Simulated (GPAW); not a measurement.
# Co2 on W4 110: which magnetic order is lowest

Aim: find out whether Co2 on W4 110 carries moments, and which collinear order costs least.

Program: GPAW 26.7.0. Level of theory: PBE; plane waves with GPAW's PAW setups, scalar-relativistic. Results are calculated unless marked as measured.

### 1. The starting structure

The cell holds 6 atoms: 4 W and 2 Co. Its edges and angles: a = 2.741 Å, b = 2.741 Å, c = 22.182 Å, α = 90.0°, β = 90.0°, γ = 109.5°. ideal sites on the substrate's mesh, layer spacings from atomic volumes, unrelaxed, 12 A of vacuum. Vacuum lies along c.

As a file:

```
W Co
1.0
     1.58250   -2.23799    0.00000
     1.58250    2.23799    0.00000
     0.00000    0.00000   22.18248
W Co
4 2
Direct
  0.00000 0.00000 0.27048
  0.50000 0.50000 0.37136
  0.00000 0.00000 0.47224
  0.50000 0.50000 0.57311
  0.00000 0.00000 0.65887
  0.50000 0.50000 0.72952
```

### 2. Order 1, typed as ferro ++

Parallel moments need no larger cell; this start tests for a ferromagnetic state only.

order1.py reads:

```python
import json
import numpy as np
from ase import Atoms
from ase.parallel import paropen, parprint
from gpaw import GPAW

atoms = Atoms(['W', 'W', 'W', 'W', 'Co', 'Co'],
    cell=[[1.5825, -2.237993, 0.0],
         [1.5825, 2.237993, 0.0],
         [0.0, 0.0, 22.182476]],
    scaled_positions=[[0.0, 0.0, 0.270484],
         [0.5, 0.5, 0.37136],
         [0.0, 0.0, 0.472235],
         [0.5, 0.5, 0.573111],
         [0.0, 0.0, 0.658871],
         [0.5, 0.5, 0.729516]],
    pbc=True,
    magmoms=[0.0, 0.0, 0.0, 0.0, 1.8, 1.8])
atoms.calc = GPAW(mode={'name': 'pw', 'ecut': 450},
    xc='PBE',
    kpts={'size': (18, 18, 1), 'gamma': True},
    occupations={'name': 'fermi-dirac', 'width': 0.05},
    convergence={'density': 1e-05, 'energy': 1e-05},
    maxiter=200,
    mixer={'name': 'pulay', 'beta': 0.03, 'nmaxold': 8, 'weight': 100},
    symmetry={'tolerance': 1e-4},
    txt='order1.txt')
e = atoms.get_potential_energy(force_consistent=True)
res = {'free_energy': e, 'energy_sigma0': atoms.get_potential_energy(), 'fermi_energy': atoms.calc.get_fermi_level()}
res['moments'] = atoms.get_magnetic_moments().tolist()
res['total'] = atoms.get_magnetic_moment()
parprint('site moments (muB):', np.round(res['moments'], 3))
parprint(f"total moment: {res['total']:.3f} muB")
parprint(f'free energy: {e:.6f} eV')
atoms.calc.write('order1.gpw')
with paropen('results.json', 'w') as f:
    json.dump(res, f)
```

The run is started by

```bash
OMP_NUM_THREADS=1 mpirun -n 4 gpaw python order1.py > order1.log
```

Numbers of over 12 decimals in the logs are rounded to 6 here.

What it wrote:

```text
site moments (muB): [-1.000e-03  3.000e-03 -4.000e-03 -2.500e-02  1.333e+00  1.943e+00]
total moment: 3.201 muB
free energy: -59.271095 eV

--- order1.txt ---
Input parameters:
  mode=PW(ecut=450),
  convergence={'density': 1e-05, 'energy': 1e-05},
  kpts=MonkhorstPack(size=(18, 18, 1), gamma=True),
  maxiter=200,
  mixer=Pulay(name='pulay', nmaxold=8, beta=0.03, weight=100, sigma=0.015, g_ss=None),
  occupations=Occupations(name='fermi-dirac', width=0.05),
  symmetry=Symmetry(tolerance=0.0001),
  xc=XC(name='PBE')

Diagonalizing LCAO Hamiltonian
Converting LCAO to pw mode

           Co

       Co

           W

       W

           W

       W

Atoms  # Å, Bohr magnetons
|   | symbol |        x |        y |         z |    initial magnetic moments |
|---|--------|----------|----------|-----------|-----------------------------|
| 0 |      W | 0.000000 | 0.000000 |  6.000005 | ( 0.0000,  0.0000,  0.0000) |
| 1 |      W | 1.582500 | 0.000000 |  8.237684 | ( 0.0000,  0.0000,  0.0000) |
| 2 |      W | 0.000000 | 0.000000 | 10.475342 | ( 0.0000,  0.0000,  0.0000) |
| 3 |      W | 1.582500 | 0.000000 | 12.713021 | ( 0.0000,  0.0000,  0.0000) |
| 4 |     Co | 0.000000 | 0.000000 | 14.615390 | ( 0.0000,  0.0000,  1.8000) |
| 5 |     Co | 1.582500 | 0.000000 | 16.182471 | ( 0.0000,  0.0000,  1.8000) |

Unit cell  # Å
| periodic |        x |         y |         z |   lengths |     angles |
|----------|----------|-----------|-----------|-----------|------------|
|      yes | 1.582500 | -2.237993 |  0.000000 |  2.740970 |  90.000000 |
|      yes | 1.582500 |  2.237993 |  0.000000 |  2.740970 |  90.000000 |
|      yes | 0.000000 |  0.000000 | 22.182476 | 22.182476 | 109.471222 |

Number of symmetries: 4

BZ-sampling:
  Number of BZ points: 324
  Number of IBZ points: 91

  Monkhorst-Pack size: [18, 18, 1]
  Monkhorst-Pack shift: [0.027778, 0.027778, 0.0]

K-points  # in reciprocal-cell coordinates
|     |                                coordinates |     weight |
|-----|--------------------------------------------|------------|
|   0 | ( -0.00000000,  -0.00000000,   0.00000000) | 0.00308642 |
|   1 | (  0.05555556,  -0.05555556,   0.00000000) | 0.00617284 |
|   2 | (  0.05555556,  -0.00000000,   0.00000000) | 0.01234568 |
|   3 | (  0.05555556,   0.05555556,   0.00000000) | 0.00617284 |
|   4 | (  0.11111111,  -0.11111111,   0.00000000) | 0.00617284 |
|   5 | (  0.11111111,  -0.05555556,   0.00000000) | 0.01234568 |
|   6 | (  0.11111111,  -0.00000000,   0.00000000) | 0.01234568 |
|   7 | (  0.11111111,   0.05555556,   0.00000000) | 0.01234568 |
|   8 | (  0.11111111,   0.11111111,   0.00000000) | 0.00617284 |
|   9 | (  0.16666667,  -0.16666667,   0.00000000) | 0.00617284 |
| ... |                                            |            |
|  90 | (  0.50000000,   0.50000000,   0.00000000) | 0.00308642 |

Plane wave coefficients: 3470
Cutoff: 450.000000 eV

Spin-components: 2 (collinear spins)
Bands:           51
Projectors:      36
Spin-degeneracy: 1
Datatype:        complex128

Parallelization:
  kpt:    4
  domain: 1
  band:   1

Density:
  Valence electrons: 74.0
  Components: 2
  Grid points: [ 14  14 112]
  Charge: 0.0  # |e|

Potential:
  Grid points: [ 14  14 112]

species:
  W:
    name:    Tungsten
    Z:       74.0
    valence: 14
    core:    60
    charge:  0.0  # [|e|]
    compensation charges:
      type: gauss
      rc: 0.40  # [Å]
      lmax: 2
    cutoffs:
      filter: 2.36  # [Å]
      core: 3.02  # [Å]
    projectors
    | kind |    occ | energy [eV] | rcut [Å] |
    |------|--------|-------------|----------|
    |   5s |  2.000 |     -78.830 |    1.344 |
    |   6s |  2.000 |      -5.697 |    1.344 |
    |   5p |  6.000 |     -43.233 |    1.355 |
    |   6p |  0.000 |      -1.367 |    1.355 |
    |   5d |  4.000 |      -4.494 |    1.228 |
    |    d |        |      22.717 |    1.228 |

    Using partial waves for W as LCAO basis

  Co:
    name:    Cobalt
    Z:       27.0
    valence: 9
    core:    18
    charge:  0.0  # [|e|]
    compensation charges:
      type: gauss
      rc: 0.32  # [Å]
      lmax: 2
    cutoffs:
      filter: 1.87  # [Å]
      core: 2.55  # [Å]
    projectors
    | kind |    occ | energy [eV] | rcut [Å] |
    |------|--------|-------------|----------|
    |   4s |  2.000 |      -5.469 |    1.005 |
    |   4p |  0.000 |      -1.277 |    1.058 |
    |   3d |  7.000 |      -8.205 |    1.005 |
    |    s |        |      21.742 |    1.005 |
    |    p |        |      25.934 |    1.058 |
    |    d |        |      19.007 |    1.005 |

    Using partial waves for Co as LCAO basis

Reference energy: -1830892.106432  # eV

eigensolver:
  PPCG
  Converge bands: occupied
  niter=2

density mixing:
  Pulay-Mixer
  Linear mixing parameters: 0.03
  Old densities: 8
  Fourier metric: weight=100, sigma=0.015

occupation numbers:
  Fermi-Dirac:
    width: 0.0500  # eV

poisson solver:
  ecut: 3600.000000  # eV

xc functional:
  name: PBE with 2 nearest neighbor stencil

convergence criteria:
- Maximum integral of absolute [dens]ity change: 1e-05 electrons / valence electron
- Maximum [total energy] change in last 3 cyles: 1e-05 eV / valence electron
- Maximum integral of absolute [eigenst]ate change: 4e-08 eV^2 / valence electron
maximum number of iterations: 200

SCF iterations
|iter     |      energy | eigst |  dens |  magmom |
|---------|-------------|-------|-------|---------|
|iter:   1|       0s |  -63.676192 | +0.16 |       |  +3.6047|
|iter:   2|      12s |  -88.363267 | -0.58 | -0.83 |  +3.5249|
|iter:   3|      25s |  -60.622553 | -1.03 | -0.54 |  +3.5146|
|iter:   4|      37s |  -60.365295 | -2.54 | -1.11 |  +3.4960|
|iter:   5|      49s |  -60.025261 | -2.37 | -1.15 |  +3.4680|
|iter:   6|      61s |  -59.779765 | -2.49 | -1.21 |  +3.4473|
|iter:   7|      73s |  -59.282045 | -1.28 | -1.26 |  +3.3662|
|iter:   8|      85s |  -59.263440 | -2.81 | -1.44 |  +3.3630|
|iter:   9|      97s |  -59.187098 | -2.03 | -1.46 |  +3.3116|
|iter:  10|     109s |  -59.183179 | -3.09 | -1.70 |  +3.3024|
[... 33 iterations left out ...]
|iter:  44|     511s |  -59.245229c| -7.57c| -4.32 |  +3.2028|
|iter:  45|     523s |  -59.245236c| -7.89c| -4.38 |  +3.2024|
|iter:  46|     535s |  -59.245242c| -7.79c| -4.44 |  +3.2017|
|iter:  47|     542s |  -59.245247c| -7.49c| -4.50 |  +3.2012|
|iter:  48|     548s |  -59.245250c| -7.64c| -4.61 |  +3.2011|
|iter:  49|     553s |  -59.245251c| -7.97c| -4.79 |  +3.2011|
|iter:  50|     559s |  -59.245251c| -8.34c| -4.90 |  +3.2011|
|iter:  51|     564s |  -59.245251c| -8.76c| -4.94 |  +3.2011|
|iter:  52|     570s |  -59.245250c| -8.95c| -4.99 |  +3.2011|
|iter:  53|     576s |  -59.245251c| -8.91c| -5.01c|  +3.2010|

Converged in 53 steps
Energy contributions relative to reference atoms: (reference = -1830892.106432)

Energy contributions:
  Kinetic:          35.095341
  Coulomb:         -39.370229
  Zero:              0.439539
  External:          0.000000
  Xc:              -55.384057
  Entropy:          -0.051689
  Spinorbit:         0.000000
  ----------------------------
  Free energy:     -59.271095
  Extrapolated:    -59.245251

dipole moment: (-32.168032, 0.000000, 0.053834)  # |e|*Ang

Total magnetic moment: (0.000000, 0.000000, 3.200978)

Local magnetic moments
|        x |        y |         z |
|----------|----------|-----------|
| 0.000000 | 0.000000 | -0.000799 |  # W    0
| 0.000000 | 0.000000 |  0.003322 |  # W    1
| 0.000000 | 0.000000 | -0.003834 |  # W    2
| 0.000000 | 0.000000 | -0.024919 |  # W    3
| 0.000000 | 0.000000 |  1.333221 |  # Co   4
| 0.000000 | 0.000000 |  1.942758 |  # Co   5

Fermi level: 5.379
Eigenvalues  # (at kpt = [-0.000, -0.000, 0.000])
| band index |      eig [eV] | occ [0-1] |      eig [eV] | occ [0-1] |
|------------|---------------|-----------|---------------|-----------|
|          0 |       -68.601 |     1.000 |       -68.600 |     1.000 |
|        ... |               |           |               |           |
|         31 |         3.605 |     1.000 |         4.415 |     1.000 |
|         32 |         3.650 |     1.000 |         4.679 |     1.000 |
|         33 |         3.819 |     1.000 |         4.725 |     1.000 |
|         34 |         4.007 |     1.000 |         4.834 |     1.000 |
|         35 |         4.047 |     1.000 |         4.913 |     1.000 |
|         36 |         4.082 |     1.000 |         5.371 |     0.541 |
|         37 |         4.285 |     1.000 |         5.524 |     0.052 |
|         38 |         4.492 |     1.000 |         5.554 |     0.030 |
|         39 |         4.863 |     1.000 |         5.765 |     0.000 |
|         40 |         5.594 |     0.013 |         5.816 |     0.000 |
|         41 |         6.431 |     0.000 |         6.665 |     0.000 |
|         42 |         7.022 |     0.000 |         7.119 |     0.000 |
|         43 |         7.148 |     0.000 |         7.202 |     0.000 |
|         44 |         7.399 |     0.000 |         7.444 |     0.000 |
|         45 |         7.508 |     0.000 |         7.624 |     0.000 |
|        ... |               |           |               |           |
|         50 |         8.501 |     0.000 |         8.580 |     0.000 |

No gap
No difference between direct/indirect transitions
```

Run time: 9.9 min. Hardware: 4 MPI ranks of Arm Neoverse V1, shared host; peak memory 1.4 GiB.

Spin moment in the augmentation sphere by atom:

| atom | spin moment in the augmentation sphere (μB) |
| --- | --- |
| W1 | 0.00 |
| W2 | 0.00 |
| W3 | 0.00 |
| W4 | -0.02 |
| Co5 | 1.33 |
| Co6 | 1.94 |

Numbers from this step:

* magnetization: 3.201 μB
* final state: ferromagnetic

After 53 cycles the largest moment stands at 1.94 μB.

### 3. Order 2, typed as antiferro +-

Another pattern of signs weighs the neighbour shells otherwise.

order2.py is the script of step 2 with these lines changed:

```diff
@@ -17,3 +17,3 @@
     pbc=True,
-    magmoms=[0.0, 0.0, 0.0, 0.0, 1.8, 1.8])
+    magmoms=[0.0, 0.0, 0.0, 0.0, 1.8, -1.8])
 atoms.calc = GPAW(mode={'name': 'pw', 'ecut': 450},
@@ -26,3 +26,3 @@
     symmetry={'tolerance': 1e-4},
-    txt='order1.txt')
+    txt='order2.txt')
 e = atoms.get_potential_energy(force_consistent=True)
@@ -34,3 +34,3 @@
 parprint(f'free energy: {e:.6f} eV')
-atoms.calc.write('order1.gpw')
+atoms.calc.write('order2.gpw')
 with paropen('results.json', 'w') as f:
```

The run is started by

```bash
OMP_NUM_THREADS=1 mpirun -n 4 gpaw python order2.py > order2.log
```

What it wrote:

```text
site moments (muB): [ 1.000e-03 -3.000e-03  4.000e-03  2.500e-02 -1.333e+00 -1.943e+00]
total moment: -3.200 muB
free energy: -59.271095 eV

--- order2.txt ---
Input parameters:
  mode=PW(ecut=450),
  convergence={'density': 1e-05, 'energy': 1e-05},
  kpts=MonkhorstPack(size=(18, 18, 1), gamma=True),
  maxiter=200,
  mixer=Pulay(name='pulay', nmaxold=8, beta=0.03, weight=100, sigma=0.015, g_ss=None),
  occupations=Occupations(name='fermi-dirac', width=0.05),
  symmetry=Symmetry(tolerance=0.0001),
  xc=XC(name='PBE')

Diagonalizing LCAO Hamiltonian
Converting LCAO to pw mode

           Co

       Co

           W

       W

           W

       W

Atoms  # Å, Bohr magnetons
|   | symbol |        x |        y |         z |    initial magnetic moments |
|---|--------|----------|----------|-----------|-----------------------------|
| 0 |      W | 0.000000 | 0.000000 |  6.000005 | ( 0.0000,  0.0000,  0.0000) |
| 1 |      W | 1.582500 | 0.000000 |  8.237684 | ( 0.0000,  0.0000,  0.0000) |
| 2 |      W | 0.000000 | 0.000000 | 10.475342 | ( 0.0000,  0.0000,  0.0000) |
| 3 |      W | 1.582500 | 0.000000 | 12.713021 | ( 0.0000,  0.0000,  0.0000) |
| 4 |     Co | 0.000000 | 0.000000 | 14.615390 | ( 0.0000,  0.0000,  1.8000) |
| 5 |     Co | 1.582500 | 0.000000 | 16.182471 | ( 0.0000,  0.0000, -1.8000) |

Unit cell  # Å
| periodic |        x |         y |         z |   lengths |     angles |
|----------|----------|-----------|-----------|-----------|------------|
|      yes | 1.582500 | -2.237993 |  0.000000 |  2.740970 |  90.000000 |
|      yes | 1.582500 |  2.237993 |  0.000000 |  2.740970 |  90.000000 |
|      yes | 0.000000 |  0.000000 | 22.182476 | 22.182476 | 109.471222 |

Number of symmetries: 4

BZ-sampling:
  Number of BZ points: 324
  Number of IBZ points: 91

  Monkhorst-Pack size: [18, 18, 1]
  Monkhorst-Pack shift: [0.027778, 0.027778, 0.0]

Plane wave coefficients: 3470
Cutoff: 450.000000 eV

Spin-components: 2 (collinear spins)
Bands:           49
Projectors:      36
Spin-degeneracy: 1
Datatype:        complex128

Parallelization:
  kpt:    4
  domain: 1
  band:   1

Density:
  Valence electrons: 74.0
  Components: 2
  Grid points: [ 14  14 112]
  Charge: 0.0  # |e|

Potential:
  Grid points: [ 14  14 112]

[... setups left out ...]
Reference energy: -1830892.106432  # eV

eigensolver:
  PPCG
  Converge bands: occupied
  niter=2

density mixing:
  Pulay-Mixer
  Linear mixing parameters: 0.03
  Old densities: 8
  Fourier metric: weight=100, sigma=0.015

occupation numbers:
  Fermi-Dirac:
    width: 0.0500  # eV

poisson solver:
  ecut: 3600.000000  # eV

xc functional:
  name: PBE with 2 nearest neighbor stencil

convergence criteria:
- Maximum integral of absolute [dens]ity change: 1e-05 electrons / valence electron
- Maximum [total energy] change in last 3 cyles: 1e-05 eV / valence electron
- Maximum integral of absolute [eigenst]ate change: 4e-08 eV^2 / valence electron
maximum number of iterations: 200

SCF iterations
|iter     |      energy | eigst |  dens |  magmom |
|---------|-------------|-------|-------|---------|
|iter:   1|       0s |  -63.685385 | +0.17 |       |  +0.0000|
|iter:   2|      12s |  -90.286393 | -0.14 | -0.83 |  -0.0003|
|iter:   3|      24s |  -60.111417 | -0.75 | -0.56 |  +0.0019|
|iter:   4|      35s |  -59.848349 | -2.19 | -1.09 |  -0.0098|
|iter:   5|      47s |  -59.511049 | -2.06 | -1.14 |  -0.0461|
|iter:   6|      59s |  -59.402804 | -2.98 | -1.19 |  -0.0544|
|iter:   7|      70s |  -58.851324 | -1.12 | -1.23 |  -0.1992|
|iter:   8|      82s |  -58.799361 | -2.33 | -1.39 |  -0.2495|
|iter:   9|      93s |  -58.776347 | -1.92 | -1.47 |  -0.4375|
|iter:  10|     105s |  -58.765569 | -2.32 | -1.63 |  -0.4581|
[... 69 iterations left out ...]
|iter:  80|     895s |  -59.245260c| -7.85c| -4.42 |  -3.1991|
|iter:  81|     900s |  -59.245259c| -7.88c| -4.51 |  -3.1990|
|iter:  82|     906s |  -59.245259c| -8.16c| -4.54 |  -3.1990|
|iter:  83|     911s |  -59.245257c| -8.05c| -4.58 |  -3.1992|
|iter:  84|     917s |  -59.245257c| -8.02c| -4.62 |  -3.1995|
|iter:  85|     922s |  -59.245257c| -8.55c| -4.69 |  -3.1996|
|iter:  86|     927s |  -59.245257c| -8.42c| -4.72 |  -3.1997|
|iter:  87|     933s |  -59.245256c| -8.60c| -4.77 |  -3.1999|
|iter:  88|     938s |  -59.245254c| -8.24c| -4.85 |  -3.2002|
|iter:  89|     944s |  -59.245251c| -8.04c| -5.06c|  -3.2005|

Converged in 89 steps
Energy contributions relative to reference atoms: (reference = -1830892.106432)

Energy contributions:
  Kinetic:          35.081805
  Coulomb:         -39.356880
  Zero:              0.439035
  External:          0.000000
  Xc:              -55.383365
  Entropy:          -0.051689
  Spinorbit:         0.000000
  ----------------------------
  Free energy:     -59.271095
  Extrapolated:    -59.245251

dipole moment: (-32.168015, 0.000000, 0.053826)  # |e|*Ang

Total magnetic moment: (0.000000, 0.000000, -3.200450)

Local magnetic moments
|        x |        y |         z |
|----------|----------|-----------|
| 0.000000 | 0.000000 |  0.000804 |  # W    0
| 0.000000 | 0.000000 | -0.003318 |  # W    1
| 0.000000 | 0.000000 |  0.003802 |  # W    2
| 0.000000 | 0.000000 |  0.024935 |  # W    3
| 0.000000 | 0.000000 | -1.332795 |  # Co   4
| 0.000000 | 0.000000 | -1.942567 |  # Co   5

Fermi level: 5.379
Eigenvalues  # (at kpt = [-0.000, -0.000, 0.000])
| band index |      eig [eV] | occ [0-1] |      eig [eV] | occ [0-1] |
|------------|---------------|-----------|---------------|-----------|
|          0 |       -68.600 |     1.000 |       -68.601 |     1.000 |
|        ... |               |           |               |           |
|         31 |         4.415 |     1.000 |         3.605 |     1.000 |
|         32 |         4.679 |     1.000 |         3.650 |     1.000 |
|         33 |         4.725 |     1.000 |         3.819 |     1.000 |
|         34 |         4.834 |     1.000 |         4.007 |     1.000 |
|         35 |         4.913 |     1.000 |         4.047 |     1.000 |
|         36 |         5.371 |     0.541 |         4.082 |     1.000 |
|         37 |         5.524 |     0.052 |         4.285 |     1.000 |
|         38 |         5.554 |     0.030 |         4.492 |     1.000 |
|         39 |         5.765 |     0.000 |         4.863 |     1.000 |
|         40 |         5.816 |     0.000 |         5.594 |     0.013 |
|         41 |         6.665 |     0.000 |         6.431 |     0.000 |
|         42 |         7.119 |     0.000 |         7.022 |     0.000 |
|         43 |         7.202 |     0.000 |         7.148 |     0.000 |
|         44 |         7.444 |     0.000 |         7.399 |     0.000 |
|         45 |         7.624 |     0.000 |         7.508 |     0.000 |
|        ... |               |           |               |           |
|         48 |         7.830 |     0.000 |         7.852 |     0.000 |

No gap
No difference between direct/indirect transitions
```

It took 16 min on 4 MPI ranks; peak memory 1.4 GiB; 64 min of CPU time.

Spin moment in the augmentation sphere by atom:

| atom | spin moment in the augmentation sphere (μB) |
| --- | --- |
| W1 | 0.00 |
| W2 | 0.00 |
| W3 | 0.00 |
| W4 | 0.02 |
| Co5 | -1.33 |
| Co6 | -1.94 |

Read from the output:

| Property | Result |
| --- | --- |
| magnetization | -3.200 μB |
| final state | ferromagnetic |

On 1 Co atom the moment turned against its typed sign.

It lies level with the first start, and its largest moment is 1.94 μB against 1.94 μB.

### 4. The states side by side

These are free energies at a smearing of 0.05 eV, so its entropy term is in the differences. They are divided by the number of seeded atoms, so that cells of unlike size compare.

Orders:

| start | final state | typed order kept | energy over the lowest (meV a seeded atom) | largest site moment (μB) | net moment (μB a primitive cell) | mesh matched | CPU time (s) |
| --- | --- | --- | --- | --- | --- | --- | --- |
| ferro ++ | ferromagnetic | yes | 0 | 1.943 | 3.201 | yes | 2382 |
| antiferro +- | ferromagnetic | no | 0 | 1.943 | 3.2 | yes | 3851 |

### 5. What came out

```yaml
lowest_state_found: ferromagnetic (typed ferro ++)
largest_site_moment: 1.94 μB
```

What this shows: The lowest state found is ferromagnetic, reached from the start ferro ++, with moments up to 1.94 μB. All starts that keep moments end in one and the same state, so no two orders were compared. 1 start left the typed pattern (a sign turned or a seeded moment died), so such an energy belongs to the state reached, not the one typed. This is the lowest of 2 finished starts, no proof of the ground state.

[Logs and program files are shortened in this print: banners, set-up blocks, solver, clock and traceback lines can be left out without a mark of their own.]

[Logs are printed without paths, hosts, clocks, repeated set-up lines and the standing remarks that a program may print on its own settings, such as how far it seeks lower states.]

[Hosts, paths, dates, database ids (printed as entryN), source tags and the programs' standing remarks are cut or masked in the printed files.]

[Where a cell is said to come from a database of computed structures, the database is the Materials Project.]
